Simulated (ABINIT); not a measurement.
Runs of ABINIT 10.8.3 (patched build) on Mg. The structure is hexagonal, space group P6_3/mmc (No. 194). Conventional cell: a = 3.177 Å, b = 3.177 Å, c = 10.319 Å, α = 90.00°, β = 90.00°, γ = 120.00°. Mg (site symmetry -6m2) has 12 Mg at 3.17 to 3.18 Å as nearest neighbours. Mg (site symmetry -3m) has 12 Mg at 3.17 to 3.18 Å as nearest neighbours. 

| potentials or basis | cutoff (eV) | fine-grid cutoff | gap on the mesh (eV) | pressure (GPa) |
| --- | --- | --- | --- | --- |
| JTH PAW PBE v2.0 | 626 | 1224.51 eV | none | 0.3 |
| PseudoDojo NC SR PBE v0.4.1 standard | 1361 | - | none | (a) |
| SG15 NC PBE v1.2 | 1361 | - | none | 1.1 |
| Ansatz PAW PBE default generated set, frozen core | 490 | 979.61 eV | none | 0.2 |

Alike in all rows: task single point; level r2SCAN; no spin polarisation; cell as given; k mesh 10 × 10 × 3; smearing fermi-dirac 0.05 eV.

Task: Fill in the values left out.

Result: (a) 0.6.

Caveats: the PAW data sets were made with another functional, which shifts forces and pressure a little (some runs); the potentials were made for another functional, which shifts forces and pressure (some runs).

A gap of «none» marks a metal or a gap under the smearing width.
